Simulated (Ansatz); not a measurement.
## Thickness series of a Mo/SiC/W junction

Aim: the conductance of Mo/SiC/W junctions as the barrier thickens. The lower electrode is Mo bcc(001), the upper one W bcc(001); the barrier is SiC zinc blende(001) (Si and Si faces). In the first transport cell, after relaxation, the nearest pair of electrode and barrier is Mo–Si at 2.64 Å, at a slant, at the lower face and W–Si at 2.62 Å, at a slant, at the upper one. All share a net of side 3.15 Å, which strains the lower electrode by +0.0 %, the upper one by -0.6 % and the barrier by +1.7 %, against typed lattice constants near PBE's. The first steps treat the bulk electrodes alone.

Main program and level: Ansatz 0.2.0; PBE DFT, plane waves, PAW files, in the first sound run; inputs show where later runs differ.

This is a report of a sequence of runs, with most program output left out.

## (1) The starting structure

It takes space group Im-3m (No. 229, cubic). The conventional cell has a = 3.150 Å, b = 3.150 Å, c = 3.150 Å, α = 90.00°, β = 90.00°, γ = 90.00°. Nearest to Mo lie 8 Mo at 2.73 Å.

## (2) Layer spacing of the electrode, electrode Mo bcc(001)

The electrode is held to the junction's net and relaxed along the normal; its spacing is used for the ideal lead layers.

input.yaml reads:

```yaml
crystal:
  lattice:
    - [3.15, 0.0, 0.0]
    - [0.0, 3.15, 0.0]
    - [0.0, 0.0, 3.15]
  atoms:
    - { symbol: Mo, position: [0.0, 0.0, 0.0] }
    - { symbol: Mo, position: [0.5, 0.5, 0.5] }
kpoints:
  mp_grid: { grid: [10, 10, 10] }
scf:
  occupations: { method: fermi_dirac, width: 0.1 }
  max_iter: 150
hamiltonian:
  xc: pbe
relax:
  f_tol: 0.01
  max_steps: 40
  cell: { fix: [a, b, angles] }
```

Command:

```bash
$ ansatz run input.yaml --threads 4 --pin off --max-ram 12288MiB --backend cpu --events-out ev --progress --plain --runs-dir out
```

Run time: 5.2 s. Hardware: 4 threads of Arm Neoverse V1, shared host; peak memory 0.37 GiB; 18 s of CPU time.

The steps of the relaxation:

| step | energy less that of the first step (eV) | largest force component (eV/Å) | pressure (GPa) | volume (Å³) |
| --- | --- | --- | --- | --- |
| 1 | 0.0000 | 0.0000 | 2.54 | 31.26 |
| 2 | 0.0057 | 0.0000 | -2.02 | 31.82 |
| 3 | -0.0013 | 0.0000 | 1.05 | 31.43 |
| 4 | -0.0013 | 0.0000 | 1.10 | 31.43 |
| 5* | -0.0014 | 0.0000 | 1.10 | 31.43 |

Relaxation steps marked * repeat the geometry before them on a plane-wave basis chosen anew for their cell, so energy and pressure can jump there. Relaxation step 2 was tried and not accepted.

| cell as run | before | after | change |
| --- | --- | --- | --- |
| a (Å) | 3.150 | 3.150 | +0.0 % |
| b (Å) | 3.150 | 3.150 | +0.0 % |
| c (Å) | 3.150 | 3.167 | +0.5 % |
| volume (Å³/atom) | 15.63 | 15.71 | +0.5 % |

The relaxed structure:

```xyz
2
Lattice="3.1500 0.0000 0.0000 0.0000 3.1500 0.0000 0.0000 0.0000 3.1672" Properties=species:S:1:pos:R:3 pbc="T T T"
Mo    0.0000    0.0000    0.0000
Mo    1.5750    1.5750    1.5836
```

Numbers from this step:

```yaml
free_energy: -9912.0664 eV
fermi_energy: 21.01 eV
pressure: 1.104 GPa
```

The cell grew by 0.5 % in volume.

## (3) The strained electrode, electrode W bcc(001)

System of this step: W. It takes space group I4/mmm (No. 139, tetragonal). The conventional cell has a = 3.150 Å, b = 3.150 Å, c = 3.184 Å, α = 90.00°, β = 90.00°, γ = 90.00°. Nearest to W lie 8 W at 2.74 Å.

input.yaml, the sections that differ from step 2:

```yaml
crystal:
  lattice:
    - [3.15, 0.0, 0.0]
    - [0.0, 3.15, 0.0]
    - [0.0, 0.0, 3.184]
  atoms:
    - { symbol: W, position: [0.0, 0.0, 0.0] }
    - { symbol: W, position: [0.5, 0.5, 0.5] }
# kpoints, scf, hamiltonian, relax: as in step 2
```

It took 4.6 s on 4 threads; peak memory 0.36 GiB; 17 s of CPU time.

Relaxation path:

| step | energy less that of the first step (eV) | largest force component (eV/Å) | pressure (GPa) | volume (Å³) |
| --- | --- | --- | --- | --- |
| 1 | 0.0000 | 0.0000 | 6.81 | 31.59 |
| 2 | 0.0237 | 0.0000 | -2.58 | 32.59 |
| 3 | -0.0031 | 0.0000 | 4.01 | 31.87 |
| 4 | -0.0032 | 0.0000 | 4.25 | 31.85 |
| 5* | -0.0033 | 0.0000 | 4.25 | 31.85 |

Relaxation steps marked * repeat the geometry before them on a plane-wave basis chosen anew for their cell, so energy and pressure can jump there. Relaxation step 2 was tried and not accepted.

Forces are held to the 32 operations that the run works with; a distortion that breaks them can't arise in this run.

| conventional cell, symmetrised | before | after | change |
| --- | --- | --- | --- |
| a (Å) | 3.150 | 3.150 | +0.0 % |
| b (Å) | 3.150 | 3.150 | +0.0 % |
| c (Å) | 3.184 | 3.209 | +0.8 % |
| volume (Å³/atom) | 15.80 | 15.92 | +0.8 % |

Final coordinates:

```
W
1.0
     3.15000    0.00000    0.00000
     0.00000    3.15000    0.00000
     0.00000    0.00000    3.20940
W
2
Direct
  0.00000 0.00000 0.00000
  0.50000 0.50000 0.50000
```

This step gave:

| Property | Result |
| --- | --- |
| free energy | -20769.6508 eV |
| Fermi energy | 22.50 eV |
| pressure | 4.250 GPa |

## (4) Relaxation

System of this step: Mo/SiC/W. The cell holds 17 atoms: 4 Mo, 5 Si, 4 C and 4 W. Its edges and angles: a = 3.150 Å, b = 3.150 Å, c = 38.640 Å, α = 90.0°, β = 90.0°, γ = 90.0°. Vacuum lies along c.

Tunnelling depends exponentially on distance, so the interfaces are relaxed first. A short slab in vacuum serves: only the barrier and the layers next to it are taken over, and later cells can add or drop layers in the barrier's middle. The dipole correction removes the field that unlike faces would set up across the vacuum.

input.yaml reads:

```yaml
crystal:
  lattice:
    - [3.15, 0.0, 0.0]
    - [0.0, 3.15, 0.0]
    - [0.0, 0.0, 38.6401491787]
  atoms:
    - { symbol: Mo, position: [0.5, 0.5, 0.2070385382] }
    - { symbol: Mo, position: [0.0, 0.0, 0.2477992504] }
    - { symbol: Mo, position: [0.5, 0.5, 0.2885599626] }
    - { symbol: Mo, position: [0.0, 0.0, 0.3293206748] }
    - { symbol: Si, position: [0.5, 0.0, 0.3860758575] }
    - { symbol: C, position: [0.0, 0.0, 0.4140756141] }
    - { symbol: Si, position: [0.0, 0.5, 0.4420753708] }
    - { symbol: C, position: [0.5, 0.5, 0.4700751274] }
    - { symbol: Si, position: [0.5, 0.0, 0.4980748841] }
    - { symbol: C, position: [0.0, 0.0, 0.5260746407] }
    - { symbol: Si, position: [0.0, 0.5, 0.5540743974] }
    - { symbol: C, position: [0.5, 0.5, 0.582074154] }
    - { symbol: Si, position: [0.5, 0.0, 0.6100739106] }
    - { symbol: W, position: [0.0, 0.0, 0.6693594546] }
    - { symbol: W, position: [0.5, 0.5, 0.7105601237] }
    - { symbol: W, position: [0.0, 0.0, 0.7517607928] }
    - { symbol: W, position: [0.5, 0.5, 0.7929614618] }
kpoints:
  mp_grid: { grid: [8, 8, 1] }
scf:
  occupations: { method: fermi_dirac, width: 0.1 }
  max_iter: 150
hamiltonian:
  xc: pbe
efield:
  axis: 3
  dipole_correction: true
relax:
  f_tol: 0.04
  max_steps: 60
output:
  forces: true
```

Elapsed: 1.9 min, on 4 threads; peak memory 1.5 GiB.

Relaxation path:

| step | energy less that of the first step (eV) | largest force component (eV/Å) |
| --- | --- | --- |
| 1 | 0.0000 | 1.6870 |
| 2 | -0.3763 | 1.4933 |
| 3 | -0.5548 | 0.3009 |
| 4 | -0.5775 | 0.1257 |
| 5 | -0.5795 | 0.0420 |
| 6 | -0.5797 | 0.0092 |

Forces are held to the 4 operations that the run works with; a distortion that breaks them can't arise in this run.

The atoms that moved most (Å):

| atom | dx | dy | dz | length |
| --- | --- | --- | --- | --- |
| W17 | 0.000 | 0.000 | -0.325 | 0.325 |
| Mo1 | 0.000 | 0.000 | 0.310 | 0.310 |
| W15 | 0.000 | 0.000 | -0.255 | 0.255 |
| Mo3 | 0.000 | 0.000 | 0.195 | 0.195 |
| W14 | 0.000 | 0.000 | -0.152 | 0.152 |
| W16 | 0.000 | 0.000 | -0.146 | 0.146 |
| Mo2 | 0.000 | 0.000 | 0.102 | 0.102 |
| Mo4 | 0.000 | 0.000 | 0.076 | 0.076 |

Numbers from this step:

```
free energy  : -65540.4374 eV
Fermi energy : 8.065 eV
```

The largest force component on a free atom ends at 0.0092 eV/Å. At one or more of this run's solves the program warned of density in the dipole ramp over its bound, where dipole, forces and levels can be off.

## (5) The open system: T(E)

This step: PBE DFT, plane waves, PAW files; ballistic transmission by layer matching between semi-infinite leads (Ansatz 0.2.0).

System of this step: Mo/SiC/W. The cell holds 31 atoms: 11 Mo, 5 Si, 4 C and 11 W. Its edges and angles: a = 3.150 Å, b = 3.150 Å, c = 58.550 Å, α = 90.0°, β = 90.0°, γ = 90.0°. Regions: left electrode, 11 atoms (11 Mo); barrier, 9 atoms (5 Si and 4 C); right electrode, 11 atoms (11 W). Vacuum lies along c.

The relaxed core is set between ideal electrode layers (this cell holds 9 atomic planes between the electrodes; where that differs from the relaxed slab, whole periods were copied in or cut out without a new relaxation), which the solver continues as semi-infinite leads. A wide energy window on a coarse mesh (10×10) shows where the Fermi level lies against the barrier's bands; the projected density of states shows how far the metals' states reach in.

input.yaml reads:

```yaml
crystal:
  lattice:
    - [3.15, 0.0, 0.0]
    - [0.0, 3.15, 0.0]
    - [0.0, 0.0, 58.5501807867]
  atoms:
    - { symbol: Mo, position: [0.0, 0.0, 0.1195555659] }
    - { symbol: Mo, position: [0.5, 0.5, 0.1466025759] }
    - { symbol: Mo, position: [0.0, 0.0, 0.1736495859] }
    - { symbol: Mo, position: [0.5, 0.5, 0.2006965958] }
    - { symbol: Mo, position: [0.0, 0.0, 0.2277436058] }
    - { symbol: Mo, position: [0.5, 0.5, 0.2547906157] }
    - { symbol: Mo, position: [0.0, 0.0, 0.2818376257] }
    - { symbol: Mo, position: [0.5, 0.5, 0.3088846357] }
[... 19 atom lines left out ...]
    - { symbol: W, position: [0.5, 0.5, 0.7982225778] }
    - { symbol: W, position: [0.0, 0.0, 0.8256298632] }
    - { symbol: W, position: [0.5, 0.5, 0.8530371486] }
    - { symbol: W, position: [0.0, 0.0, 0.8804444341] }
kpoints:
  mp_grid: { grid: [8, 8, 1] }
scf:
  occupations: { method: fermi_dirac, width: 0.1 }
  max_iter: 150
hamiltonian:
  xc: pbe
output:
  transmission:
    kmesh: [10, 10]
    e_range: [-3, 3]
    de: 0.1
    leads: [[4, 5], [25, 26]]
  dos: { projected: true, e_range: [-6, 5], de: 0.05 }
  write_potential: true
  write_density: true
  volumetric_format: npy
  elf: true
```

Wall time 6.7 min (4 threads); peak memory 4.6 GiB.

This step gave:

| Property | Result |
| --- | --- |
| free energy | -172926.0864 eV |
| Fermi energy | 13.78 eV |
| level to which the leads are filled | 0 eV from the Fermi level |
| transmission at the Fermi level (a spin, zone mean) | 0.003679 |
| channels of the lower lead | 1.62 |
| channels of the upper lead | 1.18 |
| potential step in the lower lead | 60.9 meV |
| potential step in the upper lead | 24.3 meV |

One spin. Transmission, zone mean against energy, zero at the Fermi level:

| energy (eV) | transmission, zone mean |
| --- | --- |
| -3.00 | 0.129 |
| -2.80 | 0.271 |
| -2.60 | 0.170 |
| -2.40 | 0.152 |
| -2.30 | 0.218 |
| -2.20 | 0.197 |
| -2.00 | 0.188 |
| -1.90 | 0.189 |
| -1.80 | 0.187 |
| -1.60 | 0.146 |
| -1.30 | 0.0612 |
| -1.10 | 0.0247 |
| -0.90 | 0.0234 |
| -0.70 | 0.0186 |
| -0.50 | 0.0206 |
| -0.30 | 0.00745 |
| -0.10 | 0.00795 |
| 0.00 | 0.00368 |
| 0.10 | 0.00245 |
| 0.30 | 9.2e-4 |
| 0.50 | 9.7e-4 |
| 0.70 | 8.3e-4 |
| 0.90 | 0.00136 |
| 1.10 | 0.00364 |
| 1.30 | 0.00211 |
| 1.60 | 0.00456 |
| 1.80 | 0.0125 |
| 2.00 | 0.0373 |
| 2.20 | 0.0500 |
| 2.40 | 0.0303 |
| 2.60 | 0.109 |
| 2.70 | 0.118 |
| 2.80 | 0.0585 |
| 3.00 | 0.0585 |

One spin. Open channels, zone mean against energy, zero at the Fermi level:

| energy (eV) | lower lead | upper lead |
| --- | --- | --- |
| -3.00 | 2.29 | 1.87 |
| -2.80 | 2.45 | 2.11 |
| -2.60 | 1.67 | 2.11 |
| -2.40 | 1.63 | 1.95 |
| -2.20 | 1.79 | 2.55 |
| -2.00 | 2.31 | 3.35 |
| -1.80 | 3.11 | 2.75 |
| -1.60 | 3.11 | 2.55 |
| -1.30 | 2.1 | 1.63 |
| -1.10 | 1.94 | 1.33 |
| -0.90 | 1.74 | 1.34 |
| -0.70 | 1.5 | 1.3 |
| -0.50 | 1.38 | 1.18 |
| -0.30 | 1.54 | 1.06 |
| -0.10 | 1.7 | 1.18 |
| 0.00 | 1.62 | 1.18 |
| 0.10 | 1.82 | 1.34 |
| 0.30 | 1.94 | 1.54 |
| 0.50 | 2.14 | 1.7 |
| 0.70 | 2.42 | 1.7 |
| 0.90 | 2.86 | 2.28 |
| 1.10 | 2.82 | 2.4 |
| 1.30 | 2.58 | 2.6 |
| 1.60 | 2.5 | 2.48 |
| 1.80 | 2.26 | 2.52 |
| 2.00 | 2.42 | 2.48 |
| 2.20 | 2.42 | 1.99 |
| 2.40 | 2.3 | 2.05 |
| 2.60 | 2.24 | 2.26 |
| 2.80 | 2.36 | 1.98 |
| 3.00 | 2.16 | 2.14 |

Transmission over k1 and k2. At 0.0000 eV from the Fermi level; zeros and values more than six decades under the largest are shown at that floor.

log10 of the mean of each cell; the least values stand at a floor. Values, 10 rows by 10 columns:
```
-7.1 -7.1 -7.1 -7.1 -3.9 -1.1 -3.9 -7.1 -7.1 -7.1
-7.1 -7.1 -7.1 -7.1 -4.9 -3.6 -4.9 -7.1 -7.1 -7.1
-7.1 -7.1 -7.1 -5.6 -2.6 -4.2 -2.6 -5.6 -7.1 -7.1
-2.2 -3.3 -4.8 -1.7 -2.4 -2.8 -2.4 -1.7 -4.8 -3.3
-1.6 -3.3 -4.8 -4.7 -3.2 -2.8 -3.2 -4.7 -4.8 -3.3
-2.2 -3.3 -4.8 -1.7 -2.4 -2.8 -2.4 -1.7 -4.8 -3.3
-7.1 -7.1 -7.1 -5.6 -2.6 -4.2 -2.6 -5.6 -7.1 -7.1
-7.1 -7.1 -7.1 -7.1 -4.9 -3.6 -4.9 -7.1 -7.1 -7.1
-7.1 -7.1 -7.1 -7.1 -3.9 -1.1 -3.9 -7.1 -7.1 -7.1
-2.6 -7.1 -7.1 -7.1 -2.1 -1.4 -2.1 -7.1 -7.1 -7.1
```
Columns: k1 (b1) from -0.5 to 0.4; rows upwards: k2 (b2) from -0.5 to 0.4.

Open channels of the lower lead over k1 and k2. At 0.0000 eV from the Fermi level.

Values, 10 rows by 10 columns:
```
2.00 1.00 0.00 0.00 3.00 4.00 3.00 0.00 0.00 1.00
0.00 0.00 0.00 0.00 1.00 3.00 1.00 0.00 0.00 0.00
0.00 0.00 0.00 1.00 2.00 2.00 2.00 1.00 0.00 0.00
4.00 3.00 1.00 2.00 4.00 4.00 4.00 2.00 1.00 3.00
4.00 4.00 3.00 2.00 4.00 4.00 4.00 2.00 3.00 4.00
4.00 3.00 1.00 2.00 4.00 4.00 4.00 2.00 1.00 3.00
0.00 0.00 0.00 1.00 2.00 2.00 2.00 1.00 0.00 0.00
0.00 0.00 0.00 0.00 1.00 3.00 1.00 0.00 0.00 0.00
2.00 1.00 0.00 0.00 3.00 4.00 3.00 0.00 0.00 1.00
2.00 2.00 0.00 0.00 4.00 4.00 4.00 0.00 0.00 2.00
```
Columns: k1 (b1) from -0.5 to 0.4; rows upwards: k2 (b2) from -0.5 to 0.4.

Open channels of the upper lead over k1 and k2. At 0.0000 eV from the Fermi level.

Ten even steps from '0' (0.00) to '9' (4.00):
```
0000252000
0000272000
0002555200
9225595522
9575999575
9225595522
0002555200
0000272000
0000252000
5000999000
```
Columns: k1 (b1) from -0.5 to 0.4; rows upwards: k2 (b2) from -0.5 to 0.4.

Projected DOS an atom over height of the atomic layer and energy from the Fermi level. Layers: Mo Mo Mo Mo Mo Mo Mo Mo Mo Mo Mo Si C Si C Si C Si C Si W W W W W W W W W W W; projections on atoms miss part of the total, and the computed bands can run out at the top of the range; a column is the mean of 2 neighbouring layers, the last of those left over.

Ten even steps from '0' (0.02 states/eV) to '9' (2.71 states/eV), each cell a mean:
```
7655520000233336
6545520000123224
4333320000122225
4233320000112214
3112220000211116
5212120001411119
4111130001311114
3222230001321113
4443330001332223
5566530012444544
5444420112456555
4333431112433344
5565521111554455
5666621221455542
4333421111245431
3544422111211233
2455411111221234
2534411111333331
1344311211234431
0011101000122320
0000001110122220
0000001100122210
```
Columns: height of the atomic layer (Å) from 7.79 to 51.5 (not evenly spaced); rows upwards: energy from the Fermi level (eV) from -6 to 1.6.

Electrostatic potential energy in the ca plane at fractional y = 0.000, with atoms of Mo and Si and C and W within 0.2 Å of it. With pseudopotentials it is smooth inside the atoms' cores, unlike the true potential.

Values in eV, 5 rows by 16 columns, each cell a mean:
```
  8  15  11 -11  -3  15  13  12 -14 -37   9 -12 -39   7  -3 -43
 16  14 -17  -7  15  16  -5 -17   7   3  14   9   2  13  11   0
 16  13 -35 -19  15  16 -17 -35  12  13  14  14  13  14  14  12
 14  14  -5  -1  13  16   3  -5   2  -9  13   4 -10  12   8 -12
  4  15  13 -20 -11  15  15  14 -20 -44   7 -17 -46   5  -7 -50
```
Columns run along c (16.0 Å, from fractional 0.45 to 0.73 of the cell; values clipped at the 3rd and 97th percentile), rows up along a (3.1 Å). Atoms in or near the plane, at fractional coordinates: Si at (0.50, 0.50), C at (0.52, 0.00), Si at (0.57, 0.50), W at (0.61, 0.00), W at (0.66, 0.00), W at (0.72, 0.00).

ELF in the ca plane at fractional y = 0.000, with atoms of Mo and Si and C and W within 0.2 Å of it. It is the smooth field of the valence electrons, not physical close to the nuclei.

Ten even steps from '0' (0.02) to '9' (0.91), each cell a mean:
```
37676233257675232376672235873476200026873576
25663244335653243246643566998763001136998753
32112444432122444321126863687520002322798520
54334443443334434543248964234100003313244100
43223444442223444432138953365300002312466300
22332344323332344223324765898641001225998641
37775234247774243367762346897675100137997674
47457223157465232475573124760377300026850387
```
Columns run along c (16.0 Å, from fractional 0.27 to 0.54 of the cell), rows up along a (3.1 Å). Atoms in or near the plane, at fractional coordinates: Mo at (0.28, 0.00), Mo at (0.34, 0.00), Mo at (0.39, 0.00), Si at (0.42, 0.50), C at (0.44, 0.00), Si at (0.50, 0.50), C at (0.52, 0.00).

Valence density in the ca plane at fractional y = 0.000, with atoms of Mo and Si and C and W within 0.2 Å of it. It is the smooth field of the valence electrons, not physical close to the nuclei.

Ten steps, logarithmic in the rise over the least value, from '0' (0.1 e/Å³) to '9' (6.5 e/Å³), each cell a mean:
```
63335899853347999632346766421001356765320011
43334677643335786433345654210112355654210122
33333344333333443344334432100123344432001233
33333333333333322343113321001233113320001232
33333333333333333344223421001233234321001232
43333455433334565433345543210123345543101123
63334799753347898533345665321012356665310112
74335899963348999732246776421001356776420001
```
Columns run along c (16.0 Å, from fractional 0.30 to 0.57 of the cell), rows up along a (3.1 Å). Atoms in or near the plane, at fractional coordinates: Mo at (0.34, 0.00), Mo at (0.39, 0.00), Si at (0.42, 0.50), C at (0.44, 0.00), Si at (0.50, 0.50), C at (0.52, 0.00).

At the Fermi level the transmission is 0.0037, as a zone mean for one spin on this coarse mesh. At the Fermi level the layers of this cell's barrier hold from 0.0075 to 0.12 states an eV and atom. In the worse lead the potential repeats within 61 meV, which the program flags as too much for a lead, so G carries that doubt.

(Part 1 of 3 ends here.)

[Logs are printed without paths, hosts, clocks, repeated set-up lines and the standing remarks that a program may print on its own settings, such as how far it seeks lower states.]

[Hosts, paths, dates, database ids (printed as entryN), source tags and the programs' standing remarks are cut or masked in the printed files.]
